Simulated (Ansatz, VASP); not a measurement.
## One calculation of Ti, two programs

```xyz
1
Lattice="-1.6132 1.6132 1.6132 1.6132 -1.6132 1.6132 1.6132 1.6132 -1.6132" Properties=species:S:1:pos:R:3 pbc="T T T"
Ti    0.0000    0.0000    0.0000
```

Change from the starting cell: volume scaled by 0.95, PAW files.

Alike in both runs: task electric field gradients; functional PBEsol; k mesh 14 × 14 × 14; occupations fermi-dirac, width 0.05 eV; no spin polarisation.

```csv
,VASP,Ansatz
version,VASP 6.6.1,Ansatz 0.2.0
potentials or method,"VASP PAW PBE potentials, release 64 (Ti_sv)","PAW with Ansatz's default frozen-core files, scalar-relativistic"
plane-wave cutoff (eV),520,420
valence electrons in the cell,12,12
```

|  | VASP | Ansatz | Ansatz less VASP |
| --- | --- | --- | --- |
| pressure (GPa) | -1.9 | -1.6 | +0.25 |
| Vzz of the field gradient on the site that differs most (V/Å²) | 0.0 | 0.0 | 0.00 |

With one functional, cell and mesh, what is left measures potentials, basis and numerics.

Caveats: the PAW data sets were made with another functional, which shifts forces and pressure a little (VASP).
